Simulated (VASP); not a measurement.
# Cr2O3 (R-3c) in VASP: a series of runs, part 2 of 2

VASP 6.6.1. The steps go on from the part before.

### Step 3. Relaxation of cell and atoms, PBE+U, collinear spin, ferromagnetic start

This run uses another cell than the first one, of 10.30 Å³/atom, 1.068 times its volume.

INCAR

```
  PREC = Accurate
  ENCUT = 600
  EDIFF = 1E-7
  ISMEAR = 1
  SIGMA = 0.1
  LREAL = F
  LASPH = T
  NELM = 150
  ALGO = Normal
  ISIF = 3
  LWAVE = F
  LCHARG = F
  ISPIN = 2
  MAGMOM = 3 3 3 3 0 0 0 0 0 0
  LORBIT = 11
  LMAXMIX = 4
  LDAU = T
  LDAUTYPE = 2
  LDAUL = 2 -1
  LDAUU = 3.7 0
  LDAUJ = 0 0
  LDAUPRINT = 1
  GGA = PE
  IBRION = 2
  NSW = 90
  EDIFFG = -0.005
  AMIX = 0.2
  BMIX = 1E-4
  AMIX_MAG = 0.8
  BMIX_MAG = 1E-4
  KPAR = 4
```

KPOINTS

```
Automatic mesh
0
Gamma
  9 9 9
```

POSCAR

```
Cr2O3                                   
1.0
    2.5445462424      1.4690944557      4.5900926610
   -2.5445462424      1.4690944557      4.5900926610
    0.0000000000     -2.9381889113      4.5900926610
  Cr              O             
     4     6
Direct
     0.3496640248093851    0.3496640248093851    0.3496640248093851
     0.1503359751906150    0.1503359751906150    0.1503359751906150
     0.6503359751906148    0.6503359751906148    0.6503359751906148
     0.8496640248093852    0.8496640248093852    0.8496640248093852
     0.5508828648570216    0.9491171351429784    0.2500000000000000
     0.2500000000000268    0.5508828648570484    0.9491171351429250
     0.9491171351429516    0.2499999999999732    0.5508828648570750
     0.4491171351429784    0.0508828648570216    0.7500000000000000
     0.7499999999999731    0.4491171351429517    0.0508828648570751
     0.0508828648570483    0.7500000000000269    0.4491171351429249
```

Potentials or basis: VASP PAW PBE potentials, release 64 (Cr_pv, O).

Run with:

```bash
$ cat potpaw_PBE.64/Cr_pv/POTCAR potpaw_PBE.64/O/POTCAR > POTCAR
$ mpirun -np 4 vasp_std > vasp.out
```

OUTCAR:

```text
PREC = Accurate
   ENCUT = 600
   EDIFF = 1E-7
   ISMEAR = 1
   LREAL = F
   LASPH = T
   NELM = 150
   ISIF = 3
   ISPIN = 2
   LORBIT = 11
   GGA = PE
   IBRION = 2
   NSW = 90
   EDIFFG = -0.005
   AMIX = 0.2
   AMIX_MAG = 0.8

 ion  position               nearest neighbor table
   1  0.350  0.350  0.350-   9 2.01   8 2.01  10 2.01   6 2.06   7 2.06   5 2.06   2 2.74   3 2.97
                             3 2.97   3 2.97
   2  0.150  0.150  0.150-  10 2.01   8 2.01   9 2.01   7 2.06   6 2.06   5 2.06   1 2.74   4 2.97
                             4 2.97   4 2.97
   3  0.650  0.650  0.650-   6 2.01   5 2.01   7 2.01   9 2.06  10 2.06   8 2.06   4 2.74   1 2.97
                             1 2.97   1 2.97
   4  0.850  0.850  0.850-   7 2.01   5 2.01   6 2.01  10 2.06   9 2.06   8 2.06   3 2.74   2 2.97
                             2 2.97   2 2.97
   5  0.551  0.949  0.250-   3 2.01   4 2.01   1 2.06   2 2.06
   6  0.250  0.551  0.949-   3 2.01   4 2.01   1 2.06   2 2.06
   7  0.949  0.250  0.551-   4 2.01   3 2.01   2 2.06   1 2.06
   8  0.449  0.051  0.750-   1 2.01   2 2.01   3 2.06   4 2.06
   9  0.750  0.449  0.051-   1 2.01   2 2.01   3 2.06   4 2.06
  10  0.051  0.750  0.449-   2 2.01   1 2.01   4 2.06   3 2.06

  LATTYP: Found a trigonal (rhomboedric) cell.
 ALAT       =     5.4499453884
 COS(alpha) =     0.5640201782

  Lattice vectors:

 A1 = (   2.5445462424,   1.4690944557,   4.5900926610)
[... 458 lines left out ...]
  band No.  band energies     occupation
      1     -38.5796      1.00000
      2     -38.5478      1.00000
      3     -38.5424      1.00000
      4     -38.5424      1.00000
      5     -38.5246      1.00000
      6     -38.5246      1.00000
[... 2729 lines left out ...]
     53      10.9641      0.00000
     54      11.0840      0.00000

 [... further k-points ...]

 [bands above 54 left out]

------------------------ aborting loop because EDIFF is reached ----------------------------------------

  FORCE on cell =-STRESS in cart. coord.  units (eV):
  Direction    XX          YY          ZZ          XY          YZ          ZX
  --------------------------------------------------------------------------------------
  -------------------------------------------------------------------------------------
  Total        0.0073768      0.0073768     -0.0000390      0.0000000     -0.0000000      0.0000000
  in kB        0.1148418      0.1148418     -0.0006073      0.0000000     -0.0000000      0.0000000
  external PRESSURE =       0.0763588 kB  Pullay stress =       0.0000000 kB
[... 25 lines left out ...]
  FREE ENERGIE OF THE ION-ELECTRON SYSTEM (eV)
  ---------------------------------------------------
  free  energy   TOTEN  =       -79.1794939607 eV

  energy  without entropy=      -79.1830994698  energy(sigma->0) =      -79.18069580

 reached required accuracy - stopping structural energy minimisation

 total charge

# of ion       s       p       d       tot
------------------------------------------
    1        0.286   6.318   3.949  10.553
    2        0.286   6.318   3.949  10.553
    3        0.286   6.318   3.949  10.553
    4        0.286   6.318   3.949  10.553
    5        1.551   3.500   0.000   5.051
    6        1.551   3.500   0.000   5.051
    7        1.551   3.500   0.000   5.051
    8        1.551   3.500   0.000   5.051
    9        1.551   3.500   0.000   5.051
   10        1.551   3.500   0.000   5.051
--------------------------------------------------
tot         10.448  46.272  15.795  72.515

 magnetization (x)

# of ion       s       p       d       tot
------------------------------------------
    1        0.029   0.031   2.938   2.999
    2        0.029   0.031   2.938   2.999
    3        0.029   0.031   2.938   2.999
    4        0.029   0.031   2.938   2.999
    5       -0.004  -0.057   0.000  -0.061
    6       -0.004  -0.057   0.000  -0.061
    7       -0.004  -0.057   0.000  -0.061
    8       -0.004  -0.057   0.000  -0.061
    9       -0.004  -0.057   0.000  -0.061
   10       -0.004  -0.057   0.000  -0.061
--------------------------------------------------
tot          0.093  -0.218  11.753  11.627
```

OSZICAR:

```text
N       E                     dE             d eps       ncg     rms          rms(c)
DAV:   1     0.126125504240E+04    0.12613E+04   -0.49540E+04 19304   0.189E+03
[... 34 lines left out ...]
DAV:   2    -0.791795402439E+02    0.25881E-04   -0.38809E-04 19056   0.149E-01    0.534E-02
DAV:   3    -0.791794999724E+02    0.40272E-04   -0.84321E-05 20736   0.607E-02    0.270E-02
DAV:   4    -0.791794952898E+02    0.46826E-05   -0.19472E-05 22568   0.219E-02    0.131E-02
DAV:   5    -0.791794946581E+02    0.63169E-06   -0.89457E-07 22608   0.534E-03    0.893E-03
DAV:   6    -0.791794940624E+02    0.59566E-06   -0.50691E-07 16512   0.456E-03    0.360E-03
DAV:   7    -0.791794939454E+02    0.11698E-06   -0.79356E-08  9632   0.185E-03    0.152E-03
DAV:   8    -0.791794939607E+02   -0.15230E-07   -0.29745E-08  9600   0.965E-04
   3 F= -.79179494E+02 E0= -.79180696E+02  d E =-.118193E-04  mag=    12.0000
```

CONTCAR:

```text
Cr2O3
   1.00000000000000
     2.5442912849917563    1.4689472559724159    4.5893670695272206
    -2.5442912849917563    1.4689472559724159    4.5893670695272206
     0.0000000000000000   -2.9378945118448581    4.5893670695272260
  Cr              O
     4     6
Direct
     0.3496502375180409    0.3496502375180409    0.3496502375180409
     0.1503497624819591    0.1503497624819591    0.1503497624819591
     0.6503497624819592    0.6503497624819592    0.6503497624819592
     0.8496502375180408    0.8496502375180408    0.8496502375180408
     0.5508947347386317    0.9491052652613683    0.2500000000000000
     0.2500000000000284    0.5508947347386601    0.9491052652613186
     0.9491052652613399    0.2499999999999716    0.5508947347386814
     0.4491052652613683    0.0508947347386317    0.7500000000000000
     0.7499999999999716    0.4491052652613399    0.0508947347386814
     0.0508947347386601    0.7500000000000284    0.4491052652613186

  0.00000000E+00  0.00000000E+00  0.00000000E+00
  0.00000000E+00  0.00000000E+00  0.00000000E+00
  0.00000000E+00  0.00000000E+00  0.00000000E+00
  0.00000000E+00  0.00000000E+00  0.00000000E+00
  0.00000000E+00  0.00000000E+00  0.00000000E+00
  0.00000000E+00  0.00000000E+00  0.00000000E+00
  0.00000000E+00  0.00000000E+00  0.00000000E+00
  0.00000000E+00  0.00000000E+00  0.00000000E+00
  0.00000000E+00  0.00000000E+00  0.00000000E+00
  0.00000000E+00  0.00000000E+00  0.00000000E+00
```

It took 14 min on 4 MPI ranks of AMD EPYC 9R45 (Zen 5), shared host; peak memory 0.96 GiB.

What came out:

| Property | Result |
| --- | --- |
| Free energy | -79.1795 eV |
| Relaxed volume | 10.29 Å³/atom |
| Relaxed cell | a = 5.449 Å, b = 5.449 Å, c = 5.449 Å, α = 55.67°, β = 55.67°, γ = 55.67° |
| Space group after relaxing (to 0.05 Å) | R-3c (No. 167) |
| Energy gained by relaxing | 0.0 meV/atom |
| Ionic steps | 3 |
| Pressure after relaxing | 0.0 GPa |
| Band gap on the k mesh | 2.63 eV, indirect (least direct gap 2.72 eV) |
| Net moment | 12.00 μB per cell |
| Site moments | Cr +3.00; O -0.06 μB |
| Valence electrons inside the program's atomic spheres | Cr 10.55; O 5.05 |

Forces in eV/Å, atoms in the order of the input:
```
Cr   0.000  0.000 -0.003
Cr   0.000  0.000  0.003
Cr   0.000  0.000  0.003
Cr   0.000  0.000 -0.003
O    0.003  0.000  0.000
O   -0.001  0.003  0.000
O   -0.001 -0.003  0.000
O   -0.003  0.000  0.000
O    0.001 -0.003  0.000
O    0.001  0.003  0.000
```

Final structure:
```yaml
crystal:
  lattice:
    - [2.54429, 1.46895, 4.58937]
    - [-2.54429, 1.46895, 4.58937]
    - [0.00000, -2.93789, 4.58937]
  atoms:
    - { symbol: Cr, position: [0.34965, 0.34965, 0.34965] }
    - { symbol: Cr, position: [0.15035, 0.15035, 0.15035] }
    - { symbol: Cr, position: [0.65035, 0.65035, 0.65035] }
    - { symbol: Cr, position: [0.84965, 0.84965, 0.84965] }
    - { symbol: O, position: [0.55089, 0.94911, 0.25000] }
    - { symbol: O, position: [0.25000, 0.55089, 0.94911] }
    - { symbol: O, position: [0.94911, 0.25000, 0.55089] }
    - { symbol: O, position: [0.44911, 0.05089, 0.75000] }
    - { symbol: O, position: [0.75000, 0.44911, 0.05089] }
    - { symbol: O, position: [0.05089, 0.75000, 0.44911] }
```

Levels at points of the mesh, in eV from the valence-band top:
Spin up:
```
           k point  band 46  band 47  band 48  band 49  band 50  band 51
(0.00, 0.00, 0.00)    -0.12    -0.12    -0.11     2.84     2.84     2.92
```
Spin down:
```
           k point  band 33  band 34  band 35  band 36  band 37  band 38  band 39  band 40
(0.00, 0.00, 0.00)    -1.77    -1.07    -1.07    -0.99     3.78     4.04     4.04     4.36
```

Eigenvalues of the final occupation matrices:
```
    site  spin  trace               eigenvalues
site 1 d     1   3.46  0.31 0.31 0.95 0.95 0.95
site 1 d     2   0.52  0.04 0.04 0.05 0.19 0.19
site 2 d     1   3.46  0.31 0.31 0.95 0.95 0.95
site 2 d     2   0.52  0.04 0.04 0.05 0.19 0.19
site 3 d     1   3.46  0.31 0.31 0.95 0.95 0.95
site 3 d     2   0.52  0.04 0.04 0.05 0.19 0.19
site 4 d     1   3.46  0.31 0.31 0.95 0.95 0.95
site 4 d     2   0.52  0.04 0.04 0.05 0.19 0.19
```

Caveat: an odd mesh through Γ misses points on the zone boundary, where band edges often lie; only a ferromagnetic start was run, and an antiferromagnetic order may lie lower in energy.

### Step 4. Band structure, PBE+U, collinear spin, ferromagnetic start

This run uses another cell than the first one, of 10.29 Å³/atom, 1.067 times its volume.

INCAR

```
SYSTEM = Cr2O3
  PREC = Accurate
  ENCUT = 520
  EDIFF = 1E-7
  ISMEAR = 1
  SIGMA = 0.1
  LREAL = .FALSE.
  LASPH = .TRUE.
  NELM = 150
  ALGO = Normal
  ISIF = 2
  LWAVE = .FALSE.
  LCHARG = .FALSE.
  ISPIN = 2
  MAGMOM = 3 3 3 3 0 0 0 0 0 0
  LORBIT = 11
  LMAXMIX = 4
  LDAU = .TRUE.
  LDAUTYPE = 2
  LDAUL = 2 -1
  LDAUU = 3.7 0
  LDAUJ = 0 0
  LDAUPRINT = 1
  GGA = PE
  NBANDS = 57
  AMIX = 0.2
  BMIX = 1E-4
  AMIX_MAG = 0.8
  BMIX_MAG = 1E-4
  ICORELEVEL = 1
  KPAR = 4
```

KPOINTS

```
regular mesh
0
G
  9 9 9
  0 0 0
```

POSCAR

```
Cr2O3                                   
1.0
    2.5442912850      1.4689472560      4.5893670695
   -2.5442912850      1.4689472560      4.5893670695
    0.0000000000     -2.9378945118      4.5893670695
  Cr              O             
     4     6
Direct
     0.3496502375180409    0.3496502375180409    0.3496502375180409
     0.1503497624819591    0.1503497624819591    0.1503497624819591
     0.6503497624819592    0.6503497624819592    0.6503497624819592
     0.8496502375180408    0.8496502375180408    0.8496502375180408
     0.5508947347386317    0.9491052652613683    0.2500000000000000
     0.2500000000000284    0.5508947347386601    0.9491052652613186
     0.9491052652613399    0.2499999999999716    0.5508947347386814
     0.4491052652613683    0.0508947347386317    0.7500000000000000
     0.7499999999999716    0.4491052652613399    0.0508947347386814
     0.0508947347386601    0.7500000000000284    0.4491052652613186
```

KPOINTS_OPT

```
explicit points
188
Reciprocal
 0.0000000000  0.0000000000  0.0000000000 1
 0.0263157895  0.0000000000  0.0000000000 1
 0.0526315789  0.0000000000  0.0000000000 1
 0.0789473684  0.0000000000  0.0000000000 1
 0.1052631579  0.0000000000  0.0000000000 1
 0.1315789474  0.0000000000  0.0000000000 1
[... 180 lines left out ...]
 0.6334166443  0.6334166443  0.2331667114 1
 0.6334166443  0.3665833557  0.0000000000 1
```

Potentials or basis: VASP PAW PBE potentials, release 64 (Cr_pv, O).

Run with:

```bash
$ cat potpaw_PBE.64/Cr_pv/POTCAR potpaw_PBE.64/O/POTCAR > POTCAR
$ mpirun -np 4 vasp_std > vasp.out
```

OUTCAR:

```text
SYSTEM = Cr2O3
   PREC = Accurate
   ENCUT = 520
   EDIFF = 1E-7
   ISMEAR = 1
   LREAL = .FALSE.
   LASPH = .TRUE.
   NELM = 150
   ISIF = 2
   ISPIN = 2
   LORBIT = 11
   GGA = PE
   AMIX = 0.2
   AMIX_MAG = 0.8

 ion  position               nearest neighbor table
   1  0.350  0.350  0.350-   9 2.01   8 2.01  10 2.01   6 2.06   7 2.06   5 2.06   2 2.74   3 2.97
                             3 2.97   3 2.97
   2  0.150  0.150  0.150-  10 2.01   8 2.01   9 2.01   7 2.06   6 2.06   5 2.06   1 2.74   4 2.97
                             4 2.97   4 2.97
   3  0.650  0.650  0.650-   6 2.01   5 2.01   7 2.01   9 2.06  10 2.06   8 2.06   4 2.74   1 2.97
                             1 2.97   1 2.97
   4  0.850  0.850  0.850-   7 2.01   5 2.01   6 2.01  10 2.06   9 2.06   8 2.06   3 2.74   2 2.97
                             2 2.97   2 2.97
   5  0.551  0.949  0.250-   3 2.01   4 2.01   1 2.06   2 2.06
   6  0.250  0.551  0.949-   3 2.01   4 2.01   1 2.06   2 2.06
   7  0.949  0.250  0.551-   4 2.01   3 2.01   2 2.06   1 2.06
   8  0.449  0.051  0.750-   1 2.01   2 2.01   3 2.06   4 2.06
   9  0.750  0.449  0.051-   1 2.01   2 2.01   3 2.06   4 2.06
  10  0.051  0.750  0.449-   2 2.01   1 2.01   4 2.06   3 2.06

  LATTYP: Found a trigonal (rhomboedric) cell.
 ALAT       =     5.4491755599
[... 2047 lines left out ...]
     0.000000000 -2.937894512  4.589367069     0.000000000 -0.226919879  0.072631657

 POSITION                                       TOTAL-FORCE (eV/Angst)
 -----------------------------------------------------------------------------------
      0.00000      0.00000      4.81402         0.000000     -0.000000     -0.002790
      0.00000      0.00000      2.07003         0.000000      0.000000      0.002790
      0.00000      0.00000      8.95408         0.000000      0.000000      0.002790
      0.00000      0.00000     11.69807         0.000000     -0.000000     -0.002790
     -1.01316      1.46895      8.03139         0.002980      0.000000     -0.000000
     -0.76556     -1.61190      8.03139        -0.001490      0.002581     -0.000000
      1.77873      0.14295      8.03139        -0.001490     -0.002581     -0.000000
      1.01316     -1.46895      5.73671        -0.002980      0.000000     -0.000000
      0.76556      1.61190      5.73671         0.001490     -0.002581     -0.000000
     -1.77873     -0.14295      5.73671         0.001490      0.002581     -0.000000
 -----------------------------------------------------------------------------------
    total drift:                                0.000000     -0.000000      0.000000

  FREE ENERGIE OF THE ION-ELECTRON SYSTEM (eV)
  ---------------------------------------------------
  free  energy   TOTEN  =       -79.1644408554 eV

  energy  without entropy=      -79.1680465811  energy(sigma->0) =      -79.16564276

 total charge

# of ion       s       p       d       tot
------------------------------------------
    1        0.286   6.318   3.949  10.553
    2        0.286   6.318   3.949  10.553
    3        0.286   6.318   3.949  10.553
    4        0.286   6.318   3.949  10.553
    5        1.554   3.498   0.000   5.052
    6        1.554   3.498   0.000   5.052
    7        1.554   3.498   0.000   5.052
    8        1.554   3.498   0.000   5.052
    9        1.554   3.498   0.000   5.052
   10        1.554   3.498   0.000   5.052
--------------------------------------------------
tot         10.469  46.262  15.795  72.526

 magnetization (x)

# of ion       s       p       d       tot
------------------------------------------
    1        0.029   0.031   2.938   2.998
    2        0.029   0.031   2.938   2.998
    3        0.029   0.031   2.938   2.998
    4        0.029   0.031   2.938   2.998
    5       -0.004  -0.057   0.000  -0.061
    6       -0.004  -0.057   0.000  -0.061
    7       -0.004  -0.057   0.000  -0.061
    8       -0.004  -0.057   0.000  -0.061
    9       -0.004  -0.057   0.000  -0.061
   10       -0.004  -0.057   0.000  -0.061
--------------------------------------------------
tot          0.092  -0.218  11.752  11.626
```

It took 11 min on 4 MPI ranks of AMD EPYC 9R45 (Zen 5), shared host; peak memory 1.2 GiB.

Results:

```yaml
Free_energy: -79.1644 eV
Pressure: 0.2 GPa
Band_gap_on_the_k_mesh: 2.63 eV, indirect (least direct gap 2.72 eV)
Band_gap_along_the_path: 2.63 eV, indirect (least direct gap 2.76 eV)
Net_moment: 12.00 μB per cell
Site_moments: Cr +3.00; O -0.06 μB
Valence_electrons_inside_the_program's_atomic_spheres: Cr 10.55; O 5.05
```

Forces on the atoms (eV/Å):
```
Cr   0.000  0.000 -0.003
Cr   0.000  0.000  0.003
Cr   0.000  0.000  0.003
Cr   0.000  0.000 -0.003
O    0.003  0.000  0.000
O   -0.001  0.003  0.000
O   -0.001 -0.003  0.000
O   -0.003  0.000  0.000
O    0.001 -0.003  0.000
O    0.001  0.003  0.000
```

Levels at the corners of the path, in eV from the valence-band top:
Spin up:
| point | band 45 | band 46 | band 47 | band 48 | band 49 | band 50 | band 51 | band 52 |
| --- | --- | --- | --- | --- | --- | --- | --- | --- |
| Γ | -0.25 | -0.12 | -0.12 | -0.11 | 2.84 | 2.84 | 2.92 | 2.92 |
| L | -0.62 | -0.62 | -0.22 | -0.22 | 3.29 | 3.29 | 3.49 | 3.49 |
| L | -0.62 | -0.62 | -0.22 | -0.22 | 3.29 | 3.29 | 3.49 | 3.49 |
| B1 | -0.39 | -0.39 | -0.16 | -0.16 | 2.86 | 2.86 | 3.21 | 3.21 |
| B | -0.39 | -0.39 | -0.16 | -0.16 | 2.86 | 2.86 | 3.21 | 3.21 |
| Z | -0.49 | -0.49 | -0.49 | -0.49 | 3.31 | 3.31 | 3.31 | 3.31 |
| Z | -0.49 | -0.49 | -0.49 | -0.49 | 3.31 | 3.31 | 3.31 | 3.31 |
| Γ | -0.25 | -0.12 | -0.12 | -0.11 | 2.84 | 2.84 | 2.92 | 2.92 |
| Γ | -0.25 | -0.12 | -0.12 | -0.11 | 2.84 | 2.84 | 2.92 | 2.92 |
| X | -0.41 | -0.33 | -0.20 | -0.16 | 2.79 | 2.89 | 3.14 | 3.42 |
| Q | -0.41 | -0.33 | -0.20 | -0.16 | 2.79 | 2.89 | 3.14 | 3.42 |
| F | -0.39 | -0.34 | -0.14 | -0.13 | 2.63 | 2.90 | 2.98 | 3.29 |
| F | -0.39 | -0.34 | -0.14 | -0.13 | 2.63 | 2.90 | 2.98 | 3.29 |
| P1 | -0.49 | -0.45 | -0.15 | -0.07 | 2.81 | 2.94 | 3.07 | 3.50 |
| P1 | -0.49 | -0.45 | -0.15 | -0.07 | 2.81 | 2.94 | 3.07 | 3.50 |
| Z | -0.49 | -0.49 | -0.49 | -0.49 | 3.31 | 3.31 | 3.31 | 3.31 |
| L | -0.62 | -0.62 | -0.22 | -0.22 | 3.29 | 3.29 | 3.49 | 3.49 |
| P | -0.49 | -0.45 | -0.15 | -0.07 | 2.81 | 2.94 | 3.07 | 3.50 |
Spin down:
```
point  band 33  band 34  band 35  band 36  band 37  band 38  band 39  band 40
    Γ    -1.77    -1.07    -1.07    -0.99     3.78     4.04     4.04     4.36
    L    -1.98    -1.98    -1.18    -1.18     3.71     3.71     4.35     4.35
    L    -1.98    -1.98    -1.18    -1.18     3.71     3.71     4.35     4.35
   B1    -1.82    -1.82    -1.35    -1.35     3.66     3.66     4.20     4.20
    B    -1.82    -1.82    -1.35    -1.35     3.66     3.66     4.20     4.20
    Z    -1.60    -1.60    -1.60    -1.60     4.40     4.40     4.40     4.40
    Z    -1.60    -1.60    -1.60    -1.60     4.40     4.40     4.40     4.40
    Γ    -1.77    -1.07    -1.07    -0.99     3.78     4.04     4.04     4.36
    Γ    -1.77    -1.07    -1.07    -0.99     3.78     4.04     4.04     4.36
    X    -1.92    -1.71    -1.49    -1.18     3.54     3.64     4.24     4.25
    Q    -1.92    -1.71    -1.49    -1.18     3.54     3.64     4.24     4.25
    F    -1.87    -1.78    -1.57    -1.21     3.69     3.93     3.95     4.02
    F    -1.87    -1.78    -1.57    -1.21     3.69     3.93     3.95     4.02
   P1    -1.78    -1.77    -1.60    -1.28     3.72     3.94     3.98     4.29
   P1    -1.78    -1.77    -1.60    -1.28     3.72     3.94     3.98     4.29
    Z    -1.60    -1.60    -1.60    -1.60     4.40     4.40     4.40     4.40
    L    -1.98    -1.98    -1.18    -1.18     3.71     3.71     4.35     4.35
    P    -1.78    -1.77    -1.60    -1.28     3.72     3.94     3.98     4.29
```

Eigenvalues of the final occupation matrices:
| site | spin | trace | eigenvalues |
| --- | --- | --- | --- |
| site 1 d | 1 | 3.46 | 0.31 0.31 0.95 0.95 0.95 |
| site 1 d | 2 | 0.52 | 0.04 0.04 0.05 0.19 0.19 |
| site 2 d | 1 | 3.46 | 0.31 0.31 0.95 0.95 0.95 |
| site 2 d | 2 | 0.52 | 0.04 0.04 0.05 0.19 0.19 |
| site 3 d | 1 | 3.46 | 0.31 0.31 0.95 0.95 0.95 |
| site 3 d | 2 | 0.52 | 0.04 0.04 0.05 0.19 0.19 |
| site 4 d | 1 | 3.46 | 0.31 0.31 0.95 0.95 0.95 |
| site 4 d | 2 | 0.52 | 0.04 0.04 0.05 0.19 0.19 |

Core levels (eV, on the scale of the bands):
```tsv
atom	levels
1 Cr	1s -5872.3, 2s -659.6, 2p -553.1, 3s -65.6
2 Cr	1s -5872.3, 2s -659.6, 2p -553.1, 3s -65.6
3 Cr	1s -5872.3, 2s -659.6, 2p -553.1, 3s -65.6
4 Cr	1s -5872.3, 2s -659.6, 2p -553.1, 3s -65.6
5 O	1s -499.5
6 O	1s -499.5
```

Caveat: only a ferromagnetic start was run, and an antiferromagnetic order may lie lower in energy. The state reached can hang on the start; a lower one may exist.
